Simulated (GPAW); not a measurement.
# ZnS (F-43m) in GPAW: further runs

One crystal, ZnS, is run at these levels: BLYP, PBE; tasks: relaxation of cell and atoms, single point.

All numbers are computed with GPAW 26.7.0; they aren't measurements. Logs are shortened: lines on timing, memory, paths and dates and some standing lists are left out, and cuts for length are marked. The log counts tension as positive stress, the text compression.

**The experiment to reproduce.**

“Electronic, vibrational, and thermodynamic properties of ZnS (zincblende and rocksalt structure)”, 2009, arxiv:0911.5022 quotes, for a bulk crystal of ZnS at 19 K: band gap 3.85 eV (direct).

The results are compared with them further down.

## (1) The structure

Symmetry: F-43m, No. 216, cubic system. Conventional cell: a = 5.404 Å, b = 5.404 Å, c = 5.404 Å, α = 90.00°, β = 90.00°, γ = 90.00°. Around Zn (site symmetry -43m) lie 4 S at 2.34 Å. S (site symmetry -43m) is surrounded by 4 Zn at 2.34 Å.

## (2) Relaxation of cell and atoms, BLYP, target pressure 10 GPa, at which the enthalpy is minimised

File run.py:

```python
from ase.filters import FrechetCellFilter
from ase.io import read, write
from ase.optimize import BFGS
from ase.units import GPa
from gpaw import GPAW, PW, setup_paths

setup_paths.insert(0, '.')

atoms = read('POSCAR')

calc = GPAW(mode=PW(600),
            xc='BLYP',
            kpts={'size': (9, 9, 9), 'gamma': True},
            occupations={'name': 'fermi-dirac', 'width': 0.05},
            nbands=18,
            convergence={'density': 1e-05, 'forces': 0.0001},
            eigensolver='davidson',
            maxiter=150,
            txt='gpaw.txt')
atoms.calc = calc
opt = BFGS(FrechetCellFilter(atoms, scalar_pressure=10 * GPa), trajectory='relax.traj', logfile='-')
done = opt.run(fmax=0.02, steps=100)
calc.write('gs.gpw')
write('result.traj', atoms)
print('Converged:', done)
print('Cell:', atoms.cell.cellpar().round(4))
print('Volume:', round(atoms.get_volume(), 4))
print(atoms.get_scaled_positions().round(5))
```

File POSCAR:

```
ZnS
1.0
    0.0000000000      2.7020000000      2.7020000000
    2.7020000000      0.0000000000      2.7020000000
    2.7020000000      2.7020000000      0.0000000000
Zn S
1 1
Direct
    0.7500000000      0.7500000000      0.7500000000
    0.0000000000      0.0000000000      0.0000000000
```

Potentials or basis: PAW data sets generated in the run's folder for this functional, pw.

On the command line:

```
> gpaw-setup -f BLYP S Zn
> OMP_NUM_THREADS=1 python run.py
```

gpaw.txt:

```text
__  _  _
 | _ |_)|_||  |
 |__||  | ||/\| - 26.7.0

Input parameters:
  mode=PW(ecut=600.0),
  convergence={'density': 1e-05, 'forces': 0.0001},
  eigensolver=Davidson(niter=2),
  kpts=MonkhorstPack(size=(9, 9, 9), gamma=True),
  maxiter=150,
  nbands=18,
  occupations=Occupations(name='fermi-dirac', width=0.05),
  xc=XC(name='BLYP')

Diagonalizing LCAO Hamiltonian
Converting LCAO to pw mode

                    Zn

       S

Atoms  # Å, Bohr magnetons
|   | symbol |        x |        y |        z |    initial magnetic moments |
|---|--------|----------|----------|----------|-----------------------------|
| 0 |     Zn | 4.053000 | 4.053000 | 4.053000 | ( 0.0000,  0.0000,  0.0000) |
| 1 |      S | 0.000000 | 0.000000 | 0.000000 | ( 0.0000,  0.0000,  0.0000) |

Unit cell  # Å
| periodic |        x |        y |        z |  lengths |    angles |
|----------|----------|----------|----------|----------|-----------|
|      yes | 0.000000 | 2.702000 | 2.702000 | 3.821205 | 60.000000 |
|      yes | 2.702000 | 0.000000 | 2.702000 | 3.821205 | 60.000000 |
|      yes | 2.702000 | 2.702000 | 0.000000 | 3.821205 | 60.000000 |

Number of symmetries: 24
Symmetry operations  # r_c * U_cc + t_c -> r_c
|    | kind |            matrix            |
|----|------|------------------------------|
|  0 |  E   |  1, 0, 0,  0, 1, 0,  0, 0, 1 |
|  1 |  σ   |  1, 0, 0,  0, 0, 1,  0, 1, 0 |
|  2 |  σ   |  1, 0,-1,  0, 1,-1,  0, 0,-1 |
|  3 |  C3  |  1, 0,-1,  0, 0,-1,  0, 1,-1 |
|  4 |  C3  |  1,-1, 0,  0,-1, 1,  0,-1, 0 |
|  5 |  σ   |  1,-1, 0,  0,-1, 0,  0,-1, 1 |
|  6 |  σ   |  0, 1, 0,  1, 0, 0,  0, 0, 1 |
|  7 |  C3  |  0, 1, 0,  0, 0, 1,  1, 0, 0 |
|  8 |  C2  |  0, 1,-1,  1, 0,-1,  0, 0,-1 |
[... 149 lines left out ...]
SCF iterations
|iter     | |      energy | eigst |  dens |force |
|---------|-|-------------|-------|-------|------|
|iter:   1| |   -6.218823 | -0.16 |       |      |
|iter:   2| |   -6.140736 | -1.19 | -1.15 |      |
|iter:   3| |   -5.841152 | -1.36 | -1.19 |      |
|iter:   4| |   -5.817885 | -2.12 | -1.76 |      |
|iter:   5| |   -5.811701 | -2.94 | -2.07 |      |
|iter:   6| |   -5.811977c| -4.17 | -2.46 |      |
|iter:   7| |   -5.811984c| -5.61 | -3.52 |      |
|iter:   8| |   -5.811988c| -6.14 | -3.89 |      |
|iter:   9| |   -5.811988c| -7.68c| -4.90 |      |
|iter:  10| |   -5.811988c| -8.33c| -5.35c|      |
|iter:  11| |   -5.811988c| -9.33c| -5.60c|-16.38c|

Converged in 11 steps
Energy contributions relative to reference atoms: (reference = -59734.185231)
[... 43 lines left out ...]
Stress tensor  # eV/Ang^3
|         x |         y |         z |
|-----------|-----------|-----------|
| -0.029695 | -0.000000 | -0.000000 |
| -0.000000 | -0.029695 |  0.000000 |
| -0.000000 |  0.000000 | -0.029695 |

Forces  # eV/Ang
|       x |       y |       z |
|---------|---------|---------|
| 0.00000 | 0.00000 | 0.00000 |  # Zn   0
| 0.00000 | 0.00000 | 0.00000 |  # S    1

Interpolating wave functions to new cell

                    Zn

       S

Atoms  # Å, Bohr magnetons
|   | symbol |        x |        y |         z |    initial magnetic moments |
|---|--------|----------|----------|-----------|-----------------------------|
| 0 |     Zn | 4.034357 | 4.034357 |  4.034357 | ( 0.0000,  0.0000,  0.0000) |
| 1 |      S | 0.000000 | 0.000000 | -0.000000 | ( 0.0000,  0.0000,  0.0000) |

Unit cell  # Å
| periodic |        x |        y |         z |  lengths |    angles |
|----------|----------|----------|-----------|----------|-----------|
|      yes | 0.000000 | 2.689571 |  2.689571 | 3.803628 | 60.000000 |
|      yes | 2.689571 | 0.000000 |  2.689571 | 3.803628 | 60.000000 |
|      yes | 2.689571 | 2.689571 | -0.000000 | 3.803628 | 60.000000 |
[... 222 lines left out ...]
Stress tensor  # eV/Ang^3
|         x |         y |         z |
|-----------|-----------|-----------|
| -0.036951 | -0.000000 |  0.000000 |
| -0.000000 | -0.036951 |  0.000000 |
|  0.000000 |  0.000000 | -0.036951 |

Forces  # eV/Ang
|        x |        y |        z |
|----------|----------|----------|
| -0.00000 |  0.00000 | -0.00000 |  # Zn   0
|  0.00000 | -0.00000 |  0.00000 |  # S    1

Interpolating wave functions to new cell

                    Zn

       S

Atoms  # Å, Bohr magnetons
|   | symbol |        x |         y |        z |    initial magnetic moments |
|---|--------|----------|-----------|----------|-----------------------------|
| 0 |     Zn | 3.973401 |  3.973401 | 3.973401 | ( 0.0000,  0.0000,  0.0000) |
| 1 |      S | 0.000000 | -0.000000 | 0.000000 | ( 0.0000,  0.0000,  0.0000) |

Unit cell  # Å
| periodic |        x |        y |         z |  lengths |    angles |
|----------|----------|----------|-----------|----------|-----------|
|      yes | 0.000000 | 2.648934 |  2.648934 | 3.746158 | 60.000000 |
|      yes | 2.648934 | 0.000000 |  2.648934 | 3.746158 | 60.000000 |
|      yes | 2.648934 | 2.648934 | -0.000000 | 3.746158 | 60.000000 |
[... 223 lines left out ...]
Stress tensor  # eV/Ang^3
|         x |         y |         z |
|-----------|-----------|-----------|
| -0.064089 |  0.000000 | -0.000000 |
|  0.000000 | -0.064089 |  0.000000 |
| -0.000000 |  0.000000 | -0.064089 |

Forces  # eV/Ang
|        x |       y |       z |
|----------|---------|---------|
| -0.00000 | 0.00000 | 0.00000 |  # Zn   0
|  0.00000 | 0.00000 | 0.00000 |  # S    1

Interpolating wave functions to new cell

                    Zn

       S

Atoms  # Å, Bohr magnetons
|   | symbol |        x |         y |        z |    initial magnetic moments |
|---|--------|----------|-----------|----------|-----------------------------|
| 0 |     Zn | 3.976976 |  3.976976 | 3.976976 | ( 0.0000,  0.0000,  0.0000) |
| 1 |      S | 0.000000 | -0.000000 | 0.000000 | ( 0.0000,  0.0000,  0.0000) |

Unit cell  # Å
| periodic |        x |        y |         z |  lengths |    angles |
|----------|----------|----------|-----------|----------|-----------|
|      yes | 0.000000 | 2.651317 |  2.651317 | 3.749529 | 60.000000 |
|      yes | 2.651317 | 0.000000 |  2.651317 | 3.749529 | 60.000000 |
|      yes | 2.651317 | 2.651317 | -0.000000 | 3.749529 | 60.000000 |
[... 163 lines left out ...]
SCF iterations
|iter     | |      energy | eigst |  dens |force |
|---------|-|-------------|-------|-------|------|
|iter:   1| |   -5.712813 |       |       |      |
|iter:   2| |   -5.712777 | -5.01 | -2.86 |      |
|iter:   3| |   -5.712748c| -4.34 | -2.88 |      |
|iter:   4| |   -5.712602c| -4.56 | -3.21 |      |
|iter:   5| |   -5.712593c| -6.01 | -3.62 |      |
|iter:   6| |   -5.712593c| -6.30 | -3.98 |      |
|iter:   7| |   -5.712592c| -7.65c| -4.59 |      |
|iter:   8| |   -5.712592c| -8.52c| -5.16c|      |
|iter:   9| |   -5.712592c| -9.55c| -5.74c|-15.99c|

Converged in 9 steps
Energy contributions relative to reference atoms: (reference = -59734.185231)
[... 43 lines left out ...]
Stress tensor  # eV/Ang^3
|         x |         y |         z |
|-----------|-----------|-----------|
| -0.062339 |  0.000000 | -0.000000 |
|  0.000000 | -0.062339 |  0.000000 |
| -0.000000 |  0.000000 | -0.062339 |

Forces  # eV/Ang
|        x |        y |        z |
|----------|----------|----------|
| -0.00000 | -0.00000 | -0.00000 |  # Zn   0
|  0.00000 |  0.00000 |  0.00000 |  # S    1

# Writing to gs.gpw (mode='')
```

It took 58 s on 1 thread of Arm Neoverse V2, shared host; peak memory 0.2 GiB.

What came out:

* Free energy: -5.7126 eV
* Relaxed volume: 18.64 Å³/atom
* Relaxed cell: a = 3.750 Å, b = 3.750 Å, c = 3.750 Å, α = 60.00°, β = 60.00°, γ = 60.00°
* Space group after relaxing (to 0.05 Å): F-43m (No. 216)
* Energy change on relaxing (the enthalpy is what falls): +49.7 meV/atom
* Ionic steps: 4
* Pressure after relaxing: 10.0 GPa
* Band gap on the k mesh: 2.36 eV, direct

The path:
```tsv
step	energy change (eV)	largest force (eV/Å)	pressure (GPa)	volume (Å³)
1	0.0000	0.0000	4.76	39.45
2	0.0182	0.0000	5.92	38.91
3	0.1058	0.0000	10.27	37.17
4	0.0994	0.0000	9.99	37.27
```

Final structure:
```
Zn S
1.0
     0.00000    2.65132    2.65132
     2.65132    0.00000    2.65132
     2.65132    2.65132    0.00000
Zn S
1 1
Cartesian
  3.9770 3.9770 3.9770
  0.0000 0.0000 0.0000
```

Caveat: later steps reuse the first step's grids. As with any semilocal functional, this BLYP gap is likely too small.

## (3) Single point, PBE

File run.py:

```python
from ase.dft.bandgap import bandgap
from ase.io import read, write
from ase.units import Bohr, GPa
from gpaw import GPAW, PW
from gpaw.elf import elf_from_dft_calculation

atoms = read('POSCAR')

calc = GPAW(mode=PW(600),
            xc='PBE',
            kpts={'size': (9, 9, 9), 'gamma': True},
            occupations={'name': 'methfessel-paxton', 'order': 0, 'width': 0.012},
            nbands=18,
            convergence={'density': 1e-05, 'energy': 1e-05},
            maxiter=150,
            txt='gpaw.txt')
atoms.calc = calc
energy = atoms.get_potential_energy()
forces = atoms.get_forces()
stress = atoms.get_stress()
calc.write('gs.gpw')
write('result.traj', atoms)
print(f'Energy: {energy:.6f} eV')
print('Forces (eV/A):')
print(forces.round(4))
print('Stress (GPa):', (stress / GPa).round(3))
print('Fermi level:', round(calc.get_fermi_level(), 4), 'eV')
print(f'Gap: {bandgap(calc)[0]:.4f} eV, direct: {bandgap(calc, direct=True)[0]:.4f} eV')

# fields on the real-space grid
write('density.cube', atoms, data=calc.get_pseudo_density() * Bohr**3)
write('potential.cube', atoms, data=calc.get_electrostatic_potential())
write('elf.cube', atoms, data=elf_from_dft_calculation(calc).data)
```

POSCAR is that of step 2.

Potentials or basis: GPAW PAW data sets (gpaw-data 1.2.1), pw.

On the command line:

```
> OMP_NUM_THREADS=1 python run.py
```

It took 17 s on 1 thread of Arm Neoverse V2, shared host; peak memory 0.16 GiB.

It converged, with:

| Item | Value |
| --- | --- |
| Free energy | -6.9234 eV |
| Pressure | 1.6 GPa |
| Band gap on the k mesh | 2.10 eV, direct |

Levels at points of the mesh, in eV from the valence-band top:
```
           k point  band 7  band 8  band 9  band 10  band 11  band 12
(0.00, 0.00, 0.00)    0.00    0.00    0.00     2.10     6.37     6.37
```

## (4) Single point, PBE

File run.py:

```python
from ase.dft.bandgap import bandgap
from ase.io import read, write
from ase.units import GPa
from gpaw import GPAW, PW

atoms = read('POSCAR')

calc = GPAW(mode=PW(600),
            xc='PBE',
            kpts={'size': (9, 9, 9), 'gamma': True},
            occupations={'name': 'methfessel-paxton', 'order': 0, 'width': 0.013000000000000001},
            nbands=18,
            convergence={'density': 1e-05, 'energy': 1e-05},
            maxiter=150,
            txt='gpaw.txt')
atoms.calc = calc
energy = atoms.get_potential_energy()
forces = atoms.get_forces()
stress = atoms.get_stress()
calc.write('gs.gpw')
write('result.traj', atoms)
print(f'Energy: {energy:.6f} eV')
print('Forces (eV/A):')
print(forces.round(4))
print('Stress (GPa):', (stress / GPa).round(3))
print('Fermi level:', round(calc.get_fermi_level(), 4), 'eV')
print(f'Gap: {bandgap(calc)[0]:.4f} eV, direct: {bandgap(calc, direct=True)[0]:.4f} eV')
```

POSCAR is that of step 3.

Potentials or basis: GPAW PAW data sets (gpaw-data 1.2.1), pw.

On the command line:

```
> OMP_NUM_THREADS=1 python run.py
```

gpaw.txt:

```text
__  _  _
 | _ |_)|_||  |
 |__||  | ||/\| - 26.7.0

Input parameters:
  mode=PW(ecut=600.0),
  convergence={'density': 1e-05, 'energy': 1e-05},
  kpts=MonkhorstPack(size=(9, 9, 9), gamma=True),
  maxiter=150,
  nbands=18,
  occupations=Occupations(name='methfessel-paxton', order=0, width=0.013000000000000001),
  xc=XC(name='PBE')

Diagonalizing LCAO Hamiltonian
Converting LCAO to pw mode

                    Zn

       S

Atoms  # Å, Bohr magnetons
|   | symbol |        x |        y |        z |    initial magnetic moments |
|---|--------|----------|----------|----------|-----------------------------|
| 0 |     Zn | 4.053000 | 4.053000 | 4.053000 | ( 0.0000,  0.0000,  0.0000) |
| 1 |      S | 0.000000 | 0.000000 | 0.000000 | ( 0.0000,  0.0000,  0.0000) |

Unit cell  # Å
| periodic |        x |        y |        z |  lengths |    angles |
|----------|----------|----------|----------|----------|-----------|
|      yes | 0.000000 | 2.702000 | 2.702000 | 3.821205 | 60.000000 |
|      yes | 2.702000 | 0.000000 | 2.702000 | 3.821205 | 60.000000 |
[... 179 lines left out ...]

Energy contributions:
  Kinetic:          10.974489
  Coulomb:          -9.307937
  Zero:              0.056342
  External:          0.000000
  Xc:               -8.646264
  Entropy:           0.000000
  Spinorbit:         0.000000
  ----------------------------
  Free energy:      -6.923369
  Extrapolated:     -6.923369

dipole moment: (-14.590608, -14.590608, -14.590608)  # |e|*Ang

Fermi level: 4.497
Eigenvalues  # (at kpt = [0.000, 0.000, 0.000])
| band index |      eig [eV] | occ [0-2] |
|------------|---------------|-----------|
|          0 |        -9.388 |     2.000 |
|          1 |        -2.563 |     2.000 |
|          2 |        -2.563 |     2.000 |
|          3 |        -2.563 |     2.000 |
|          4 |        -2.069 |     2.000 |
|          5 |        -2.069 |     2.000 |
[... 10 lines left out ...]
|         16 |        18.294 |     0.000 |
|         17 |        18.294 |     0.000 |

Gap: 2.104 eV
Transition (v -> c):
  (s=0, k=0, n=8, [0.00, 0.00, 0.00]) -> (s=0, k=0, n=9, [0.00, 0.00, 0.00])
No difference between direct/indirect transitions

Forces  # eV/Ang
|       x |        y |       z |
|---------|----------|---------|
| 0.00000 |  0.00000 | 0.00000 |  # Zn   0
| 0.00000 | -0.00000 | 0.00000 |  # S    1

Stress tensor  # eV/Ang^3
|         x |         y |         z |
|-----------|-----------|-----------|
| -0.010136 |  0.000000 |  0.000000 |
|  0.000000 | -0.010136 |  0.000000 |
|  0.000000 |  0.000000 | -0.010136 |

# Writing to gs.gpw (mode='')
```

stdout:

```text
Energy: -6.923369 eV
Forces (eV/A):
[[ 0.  0.  0.]
 [ 0. -0.  0.]]
Stress (GPa): [-1.624 -1.624 -1.624  0.     0.     0.   ]
Fermi level: 4.4967 eV
Gap: 2.1040 eV, direct: 2.1040 eV
```

Run time: 17 s. Hardware: 1 thread of Arm Neoverse V2, shared host; peak memory 0.16 GiB.

Results:

- Free energy: -6.9234 eV
- Pressure: 1.6 GPa
- Band gap on the k mesh: 2.10 eV, direct

## (5) Single point, PBE

Edit run.py of step 4 so:

```diff
@@ -5,3 +5,3 @@
 
-atoms = read('POSCAR')
+atoms = read('ZnS.xyz')
 
@@ -10,3 +10,3 @@
             kpts={'size': (9, 9, 9), 'gamma': True},
-            occupations={'name': 'methfessel-paxton', 'order': 0, 'width': 0.013000000000000001},
+            occupations={'name': 'methfessel-paxton', 'order': 0, 'width': 0.014},
             nbands=18,
```

File ZnS.xyz:

```xyz
2
Lattice="0.0000000000 2.7020000000 2.7020000000 2.7020000000 0.0000000000 2.7020000000 2.7020000000 2.7020000000 0.0000000000" Properties=species:S:1:pos:R:3 pbc="T T T"
Zn     4.0530000000      4.0530000000      4.0530000000
S      0.0000000000      0.0000000000      0.0000000000
```

On the command line:

```
> OMP_NUM_THREADS=1 python run.py
```

Run time: 17 s. Hardware: 1 thread of Arm Neoverse V2, shared host; peak memory 0.16 GiB.

Results (log left out):

```
Free energy            : -6.9234 eV
Pressure               : 1.6 GPa
Band gap on the k mesh : 2.10 eV, direct
```

Levels at points of the mesh, in eV from the valence-band top:
| k point | band 7 | band 8 | band 9 | band 10 | band 11 | band 12 |
| --- | --- | --- | --- | --- | --- | --- |
| (0.00, 0.00, 0.00) | 0.00 | 0.00 | 0.00 | 2.10 | 6.37 | 6.37 |

## (6) Overview

| task | level | potentials or basis | cell | smearing | eigensolver | optimizer | fmax | max steps | target pressure | gap on the mesh (eV) | pressure (GPa) |
| --- | --- | --- | --- | --- | --- | --- | --- | --- | --- | --- | --- |
| relaxation of cell and atoms | BLYP | PAW data sets generated in the run's folder for this functional, pw | relaxed to 10 GPa | fermi-dirac 0.05 eV | davidson | BFGS | 0.02 eV/Å | 100 | 10 GPa | 2.36 | 10.0 |
| single point | PBE | GPAW PAW data sets (gpaw-data 1.2.1), pw | as given | gaussian 0.012 eV | - | - | - | - | - | 2.10 | 1.6 |
| single point | PBE | GPAW PAW data sets (gpaw-data 1.2.1), pw | as given | gaussian 0.013 eV | - | - | - | - | - | 2.10 | 1.6 |
| single point | PBE | GPAW PAW data sets (gpaw-data 1.2.1), pw | as given | gaussian 0.014 eV | - | - | - | - | - | 2.10 | 1.6 |

Alike in all rows: no spin polarisation; k mesh 9 × 9 × 9; cutoff (eV) 600.

Caveats: later steps reuse the first step's grids (some runs).

Total energies depend on the potentials used, so only differences within one code and one set of settings carry meaning.

## (7) Against experiment

Step 3. A measured gap of ZnS is 3.85 eV (direct; 19 K; quoted in “Electronic, vibrational, and thermodynamic properties of ZnS (zincblende and rocksalt structure)”, 2009, arxiv:0911.5022); the calculated 2.10 eV misses it by -1.75 eV. The value is that of PBE, without temperature or zero-point motion. Semilocal functionals fall short of measured gaps as a rule.

Step 4. Measured gap of ZnS: 3.85 eV (direct; 19 K; quoted in “Electronic, vibrational, and thermodynamic properties of ZnS (zincblende and rocksalt structure)”, 2009, arxiv:0911.5022). This calculation gives 2.10 eV (-1.75 eV). The value is that of PBE, without temperature or zero-point motion. Semilocal functionals fall short of measured gaps as a rule.

Step 5. A measured gap of ZnS is 3.85 eV (direct; 19 K; quoted in “Electronic, vibrational, and thermodynamic properties of ZnS (zincblende and rocksalt structure)”, 2009, arxiv:0911.5022); the calculated 2.10 eV misses it by -1.75 eV. The value is that of PBE, without temperature or zero-point motion. Semilocal functionals fall short of measured gaps as a rule.
